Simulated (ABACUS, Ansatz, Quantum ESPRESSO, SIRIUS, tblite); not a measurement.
# GaSb: equilibrium volume by level of theory

**What was measured.** The equilibrium volume of GaSb (F-43m) is reported as 28.32 Å³/atom at 300 K (a printed reference work). The runs below try to reproduce it.

Symmetry: F-43m, No. 216, cubic system. Conventional cell: a = 6.118 Å, b = 6.118 Å, c = 6.118 Å, α = 90.00°, β = 90.00°, γ = 90.00°. Sb (site symmetry -43m) is surrounded by 4 Ga at 2.65 Å. Ga (site symmetry -43m) has 4 Sb at 2.65 Å as nearest neighbours.

```tsv
rung	level	program and potentials	cutoff (eV)	k mesh	smearing	task	core time	chip	equilibrium volume (Å³/atom)	miss	notes
GGA	PBEsol	Ansatz, all-electron LAPW, scalar-relativistic	-	8 × 8 × 8	fermi-dirac 0.05	relaxation of cell and atoms	62 s	Intel Xeon Skylake/Cascade Lake	28.52	+0.7 %	-
tight binding or semi-empirical	GFN1-xTB	tblite, the method's own minimal valence basis	-	1 × 1 × 1	fermi-dirac 0.05	equation of state	2.1 min	Arm Neoverse V1	29.44	+4.0 %	coarse mesh; Γ point of a 4 × 4 × 4 supercell
GGA	PW91	ABACUS, Ansatz NC PBE, plane waves	1102	6 × 6 × 6	fermi-dirac 0.05	relaxation of cell and atoms	2.4 min	Intel Xeon Platinum 8259CL Skylake/Cascade Lake	29.93	+5.7 %	potentials made for PBE
LDA	LDA	SIRIUS, all-electron FP-LAPW, apw+lo standard	-	8 × 8 × 8	fermi-dirac 0.05	equation of state	6.6 min	Arm Neoverse V2	27.65	-2.4 %	-
GGA	PBE	ABACUS, PseudoDojo NC SR 0.4.1 PBE standard, plane waves	1102	8 × 8 × 8	fermi-dirac 0.05	equation of state	7.4 min	Intel Xeon Platinum 8175M Skylake/Cascade Lake	30.04	+6.1 %	-
non-local van der Waals functional	vdW-DF-C09	Quantum ESPRESSO, PseudoDojo 0.4.1 SR PBE standard	1088	8 × 8 × 8	fermi-dirac 0.05	equation of state	12 min	Intel Xeon Platinum 8488C Sapphire Rapids	28.50	+0.6 %	potentials made for PBE
```

Times are single runs on shared hosts and different chips, so they are rough; meshes, cutoffs and the tasks' sizes weigh on the time. All rows: no spin polarisation. Smearing widths are in eV. For a metal such meshes aren't converged. Meshes differ between rows, which moves values too. Meshes are those of the run's cell of 2 atoms unless a note names another. Relaxations start from the cell shown or near it and stop with a little pressure left. The cell shown, of 28.62 Å³ an atom, is the runs' start and not the measured value. Misses use the values as printed. Runs on faulty files, with rough fits or with known faults for this quantity aren't shown. No row holds spin-orbit coupling.

By rung: LDA 27.65; GGA 28.52 to 30.04; non-local van der Waals functional 28.50; tight binding or semi-empirical on coarse meshes 29.44 (Å³/atom). Measured: 28.32 Å³/atom at 300 K (a printed reference work). Closest, coarse meshes and atomic bases left aside, is vdW-DF-C09 (+0.6 %), and PBE misses by +6.1 % on plain settings. The runs are for a static lattice, while measurements hold temperature and zero-point motion.
